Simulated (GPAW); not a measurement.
# MgO (Fm-3m) in GPAW: settings compared, part 2 of 2

GPAW 26.7.0.

### 3 Band structure, PBE

Contents of run.py:

```python
import spglib
from ase import Atoms
from ase.dft.bandgap import bandgap
from ase.io import read, write
from gpaw import GPAW

atoms = read('MgO.cif')
cell, positions, numbers = spglib.find_primitive(
    (atoms.cell[:], atoms.get_scaled_positions(), atoms.numbers), symprec=1e-4)
atoms = Atoms(numbers, cell=cell, scaled_positions=positions, pbc=True)

calc = GPAW(mode='lcao',
            h=0.16,
            basis='sz(dzp)',
            xc='PBE',
            kpts={'size': (9, 9, 9), 'gamma': True},
            occupations={'name': 'fermi-dirac', 'width': 0.05},
            convergence={'density': 1e-05, 'energy': 1e-05},
            maxiter=150,
            txt='gpaw.txt')
atoms.calc = calc
energy = atoms.get_potential_energy()
forces = atoms.get_forces()
calc.write('gs.gpw')
write('result.traj', atoms)
print(f'Energy: {energy:.6f} eV')
print('Forces (eV/A):')
print(forces.round(4))
print('Fermi level:', round(calc.get_fermi_level(), 4), 'eV')
print(f'Gap: {bandgap(calc)[0]:.4f} eV, direct: {bandgap(calc, direct=True)[0]:.4f} eV')

path = atoms.cell.bandpath('GXWKGLUWLK,UX', npoints=60, eps=1e-4)
bs_calc = calc.fixed_density(kpts=path, symmetry='off', txt='bands.txt')
bs = bs_calc.band_structure()
bs.write('bs.json')
print(f'Gap on the path: {bandgap(bs_calc)[0]:.4f} eV')
```

Contents of MgO.cif:

```cif
data_MgO
_cell_length_a 4.19400279
_cell_length_b 4.19400279
_cell_length_c 4.19400279
_cell_angle_alpha 90.00000000
_cell_angle_beta 90.00000000
_cell_angle_gamma 90.00000000
_space_group_name_H-M_alt 'Fm-3m'
_space_group_name_Hall '-F 4 2 3'
_space_group_IT_number 225
loop_
_space_group_symop_operation_xyz
'x,y,z'
'-x,-y,-z'
'-y,x,z'
'y,-x,-z'
'-x,-y,z'
'x,y,-z'
'y,-x,z'
'-y,x,-z'
'x,-y,-z'
'-x,y,z'
'-y,-x,-z'
'y,x,z'
'-x,y,-z'
'x,-y,z'
'y,x,-z'
'-y,-x,z'
'z,x,y'
'-z,-x,-y'
'z,-y,x'
'-z,y,-x'
'z,-x,-y'
'-z,x,y'
'z,y,-x'
'-z,-y,x'
'-z,x,-y'
'z,-x,y'
'-z,-y,-x'
'z,y,x'
'-z,-x,y'
'z,x,-y'
'-z,y,x'
'z,-y,-x'
'y,z,x'
'-y,-z,-x'
'x,z,-y'
'-x,-z,y'
'-y,z,-x'
'y,-z,x'
'-x,z,y'
'x,-z,-y'
'-y,-z,x'
'y,z,-x'
'-x,-z,-y'
'x,z,y'
'y,-z,-x'
'-y,z,x'
'x,-z,y'
'-x,z,-y'
'x,y+1/2,z+1/2'
'-x,-y+1/2,-z+1/2'
'-y,x+1/2,z+1/2'
'y,-x+1/2,-z+1/2'
[... 63 lines left out ...]
'-z+1/2,y,-x+1/2'
'z+1/2,-x,-y+1/2'
'-z+1/2,x,y+1/2'
'z+1/2,y,-x+1/2'
'-z+1/2,-y,x+1/2'
'-z+1/2,x,-y+1/2'
'z+1/2,-x,y+1/2'
'-z+1/2,-y,-x+1/2'
'z+1/2,y,x+1/2'
'-z+1/2,-x,y+1/2'
'z+1/2,x,-y+1/2'
'-z+1/2,y,x+1/2'
'z+1/2,-y,-x+1/2'
'y+1/2,z,x+1/2'
'-y+1/2,-z,-x+1/2'
'x+1/2,z,-y+1/2'
'-x+1/2,-z,y+1/2'
'-y+1/2,z,-x+1/2'
'y+1/2,-z,x+1/2'
'-x+1/2,z,y+1/2'
'x+1/2,-z,-y+1/2'
'-y+1/2,-z,x+1/2'
'y+1/2,z,-x+1/2'
'-x+1/2,-z,-y+1/2'
'x+1/2,z,y+1/2'
'y+1/2,-z,-x+1/2'
'-y+1/2,z,x+1/2'
'x+1/2,-z,y+1/2'
'-x+1/2,z,-y+1/2'
'x+1/2,y+1/2,z'
'-x+1/2,-y+1/2,-z'
'-y+1/2,x+1/2,z'
'y+1/2,-x+1/2,-z'
'-x+1/2,-y+1/2,z'
'x+1/2,y+1/2,-z'
'y+1/2,-x+1/2,z'
'-y+1/2,x+1/2,-z'
'x+1/2,-y+1/2,-z'
'-x+1/2,y+1/2,z'
'-y+1/2,-x+1/2,-z'
'y+1/2,x+1/2,z'
'-x+1/2,y+1/2,-z'
'x+1/2,-y+1/2,z'
'y+1/2,x+1/2,-z'
'-y+1/2,-x+1/2,z'
'z+1/2,x+1/2,y'
'-z+1/2,-x+1/2,-y'
'z+1/2,-y+1/2,x'
'-z+1/2,y+1/2,-x'
'z+1/2,-x+1/2,-y'
'-z+1/2,x+1/2,y'
'z+1/2,y+1/2,-x'
'-z+1/2,-y+1/2,x'
'-z+1/2,x+1/2,-y'
'z+1/2,-x+1/2,y'
'-z+1/2,-y+1/2,-x'
'z+1/2,y+1/2,x'
'-z+1/2,-x+1/2,y'
'z+1/2,x+1/2,-y'
'-z+1/2,y+1/2,x'
'z+1/2,-y+1/2,-x'
'y+1/2,z+1/2,x'
'-y+1/2,-z+1/2,-x'
'x+1/2,z+1/2,-y'
'-x+1/2,-z+1/2,y'
'-y+1/2,z+1/2,-x'
'y+1/2,-z+1/2,x'
'-x+1/2,z+1/2,y'
'x+1/2,-z+1/2,-y'
'-y+1/2,-z+1/2,x'
'y+1/2,z+1/2,-x'
'-x+1/2,-z+1/2,-y'
'x+1/2,z+1/2,y'
'y+1/2,-z+1/2,-x'
'-y+1/2,z+1/2,x'
'x+1/2,-z+1/2,y'
'-x+1/2,z+1/2,-y'
loop_
_atom_site_label
_atom_site_type_symbol
_atom_site_symmetry_multiplicity
_atom_site_Wyckoff_symbol
_atom_site_fract_x
_atom_site_fract_y
_atom_site_fract_z
_atom_site_occupancy
Mg1 Mg 4 a 0.0000000000 0.0000000000 0.0000000000 1
O1 O 4 b 0.5000000000 0.0000000000 0.0000000000 1
```

Potentials or basis: GPAW PAW data sets (gpaw-data 1.2.1), lcao:sz(dzp).

Command:

```console
$ OMP_NUM_THREADS=1 python run.py
```

gpaw.txt:

```text
__  _  _
 | _ |_)|_||  |
 |__||  | ||/\| - 26.7.0

Input parameters:
  mode=LCAO(),
  basis={'default': 'sz(dzp)'},
  convergence={'density': 1e-05, 'energy': 1e-05},
  h=0.16,
  kpts=MonkhorstPack(size=(9, 9, 9), gamma=True),
  maxiter=150,
  occupations=Occupations(name='fermi-dirac', width=0.05),
  xc=XC(name='PBE')

              O

       Mg

Atoms  # Å, Bohr magnetons
|   | symbol |        x |        y |        z |    initial magnetic moments |
|---|--------|----------|----------|----------|-----------------------------|
| 0 |     Mg | 0.000000 | 0.000000 | 0.000000 | ( 0.0000,  0.0000,  0.0000) |
| 1 |      O | 2.097001 | 2.097001 | 2.097001 | ( 0.0000,  0.0000,  0.0000) |

Unit cell  # Å
| periodic |        x |        y |        z |  lengths |    angles |
|----------|----------|----------|----------|----------|-----------|
|      yes | 0.000000 | 2.097001 | 2.097001 | 2.965608 | 60.000000 |
|      yes | 2.097001 | 0.000000 | 2.097001 | 2.965608 | 60.000000 |
|      yes | 2.097001 | 2.097001 | 0.000000 | 2.965608 | 60.000000 |

Number of symmetries: 48
Symmetry operations  # r_c * U_cc + t_c -> r_c
|    | kind |            matrix            |
|----|------|------------------------------|
|  0 |  σ   |  1, 0, 0,  1, 0,-1,  1,-1, 0 |
|  1 |  C2  |  1, 0, 0,  1,-1, 0,  1, 0,-1 |
|  2 |  E   |  1, 0, 0,  0, 1, 0,  0, 0, 1 |
|  3 |  σ   |  1, 0, 0,  0, 0, 1,  0, 1, 0 |
|  4 |  C4  |  1, 0,-1,  1, 0, 0,  1,-1, 0 |
|  5 |  S6  |  1, 0,-1,  1,-1, 0,  1, 0, 0 |
|  6 |  σ   |  1, 0,-1,  0, 1,-1,  0, 0,-1 |
|  7 |  C3  |  1, 0,-1,  0, 0,-1,  0, 1,-1 |
|  8 |  S6  |  1,-1, 0,  1, 0, 0,  1, 0,-1 |
|  9 |  C4  |  1,-1, 0,  1, 0,-1,  1, 0, 0 |
| 10 |  C3  |  1,-1, 0,  0,-1, 1,  0,-1, 0 |
| 11 |  σ   |  1,-1, 0,  0,-1, 0,  0,-1, 1 |
| 12 |  σ   |  0, 1, 0,  1, 0, 0,  0, 0, 1 |
| 13 |  C4  |  0, 1, 0,  0, 1,-1, -1, 1, 0 |
| 14 |  C3  |  0, 1, 0,  0, 0, 1,  1, 0, 0 |
| 15 |  S6  |  0, 1, 0, -1, 1, 0,  0, 1,-1 |
| 16 |  C2  |  0, 1,-1,  1, 0,-1,  0, 0,-1 |
[... 17 lines left out ...]
| 34 |  S4  |  0,-1, 0,  0,-1, 1,  1,-1, 0 |
| 35 |  C2  |  0,-1, 0, -1, 0, 0,  0, 0,-1 |
| 36 |  C2  | -1, 1, 0,  0, 1, 0,  0, 1,-1 |
| 37 |  S6  | -1, 1, 0,  0, 1,-1,  0, 1, 0 |
| 38 |  S4  | -1, 1, 0, -1, 0, 1, -1, 0, 0 |
| 39 |  C3  | -1, 1, 0, -1, 0, 0, -1, 0, 1 |
| 40 |  S6  | -1, 0, 1,  0, 0, 1,  0,-1, 1 |
| 41 |  C2  | -1, 0, 1,  0,-1, 1,  0, 0, 1 |
| 42 |  C3  | -1, 0, 1, -1, 1, 0, -1, 0, 0 |
| 43 |  S4  | -1, 0, 1, -1, 0, 0, -1, 1, 0 |
| 44 |  C2  | -1, 0, 0,  0, 0,-1,  0,-1, 0 |
| 45 |  i   | -1, 0, 0,  0,-1, 0,  0, 0,-1 |
| 46 |  σ   | -1, 0, 0, -1, 1, 0, -1, 0, 1 |
| 47 |  C2  | -1, 0, 0, -1, 0, 1, -1, 1, 0 |

BZ-sampling:
  Number of BZ points: 729
[... 295 lines left out ...]
      filter: 1.17  # [Å]
      core: 0.83  # [Å]
    projectors
    | kind |    occ | energy [eV] | rcut [Å] |
    |------|--------|-------------|----------|
    |   2s |  2.000 |     -23.961 |    0.688 |
    |   2p |  4.000 |      -9.029 |    0.598 |
    |    s |        |       3.251 |    0.688 |
    |    p |        |      18.182 |    0.598 |
    |    d |        |       0.000 |    0.619 |

    LCAO basis set for O:
      Name: sz(dzp)
      File: <dir>
      Number of radial functions: 2
      Number of spherical harmonics: 4
        l=0, rc=4.3438 Bohr: 2s-sz confined orbital
        l=1, rc=5.3906 Bohr: 2p-sz confined orbital
      Number of RI-basis functions 0

Reference energy: -7490.497190  # eV

eigensolver:
  <gpaw.new.lcao.eigensolver.LCAOEigensolver object>
density mixing:
  MSR1-Mixer
  Pratt-step length: 0.05
  Maximum mixing coefficient: 0.75
  Old densities: 10
  SVD Regularization: 0.005
  Good broyden scale: 1.0
  Trust region scale: 1.0
  Backstep threshold: 4.0
  History deletion threshold: 6.0
  Fourier metric: weight=20.0, sigma=0.015

occupation numbers:
  Fermi-Dirac:
    width: 0.0500  # eV

FastPoissonSolver using
    Stencil: 12*3+1=37 point O(h^6) finite-difference Laplacian
    FFT axes: [np.int64(0), np.int64(1), np.int64(2)]
    FST axes: []

xc functional:
  name: PBE with 2 nearest neighbor stencil
interpolation: tri-quintic # 5. degree polynomial

convergence criteria:
[... 6 lines left out ...]
|iter     | |      energy | eigst |  dens |
|---------|-|-------------|-------|-------|
|iter:   1| |  -11.602090 |      c|       |
|iter:   2| |  -11.341372 |      c| -1.06 |
|iter:   3| |  -10.486972 |      c| -1.11 |
|iter:   4| |  -10.489097 |      c| -1.93 |
|iter:   5| |  -10.490268 |      c| -2.21 |
|iter:   6| |  -10.490268 |      c| -4.38 |
|iter:   7| |  -10.490269c|      c| -4.94 |
|iter:   8| |  -10.490269c|      c| -5.79c|

Converged in 8 steps
Energy contributions relative to reference atoms: (reference = -7490.497190)

Energy contributions:
  Kinetic:          23.990756
  Coulomb:         -19.404084
  Zero:              0.266636
  External:          0.000000
  Xc:              -15.343577
  Entropy:          -0.000000
  Spinorbit:         0.000000
  ----------------------------
  Free energy:     -10.490269
  Extrapolated:    -10.490269

dipole moment: (-6.064683, -6.064683, -6.064683)  # |e|*Ang

Fermi level: 7.970
Eigenvalues  # (at kpt = [0.000, 0.000, 0.000])
| band index |      eig [eV] | occ [0-2] |
|------------|---------------|-----------|
|          0 |       -67.494 |     2.000 |
|          1 |       -34.244 |     2.000 |
|          2 |       -34.244 |     2.000 |
|          3 |       -34.244 |     2.000 |
|          4 |       -11.748 |     2.000 |
|          5 |         5.850 |     2.000 |
|          6 |         5.850 |     2.000 |
|          7 |         5.870 |     2.000 |
|          8 |        10.337 |     0.000 |
|          9 |        30.500 |     0.000 |
|         10 |        30.500 |     0.000 |
|         11 |        30.506 |     0.000 |

Gap: 4.468 eV
Transition (v -> c):
  (s=0, k=0, n=7, [0.00, 0.00, 0.00]) -> (s=0, k=0, n=8, [0.00, 0.00, 0.00])
No difference between direct/indirect transitions

Forces  # eV/Ang
|       x |       y |       z |
|---------|---------|---------|
| 0.00000 | 0.00000 | 0.00000 |  # Mg   0
| 0.00000 | 0.00000 | 0.00000 |  # O    1

# Writing to gs.gpw (mode='')
```

Wall time 2 min (1 thread of Arm Neoverse V1, shared host); peak memory 0.16 GiB.

These settings aren't checked as converged: the numbers below hold their error.

What came out:

| Property | Result |
| --- | --- |
| Free energy | -10.4903 eV |
| Band gap on the k mesh | 4.47 eV, direct |
| Band gap along the path | 4.47 eV, direct |

Caveat: the real-space grid adds noise to forces; the basis of atomic orbitals isn't converged, which shifts pressures, moduli and gaps.

### 4 Against experiment

Step 2. A measured gap of MgO is 7.83 eV (quoted in “Electronic structure of alkaline earth and post-transition metal oxides”, 2009, arxiv:0908.1581); the calculated 4.78 eV misses it by -3.05 eV. The value is that of PBEsol, without temperature or zero-point motion. Semilocal functionals fall short of measured gaps as a rule. The cell is a database's relaxed one, not the measured one, which moves gaps too.
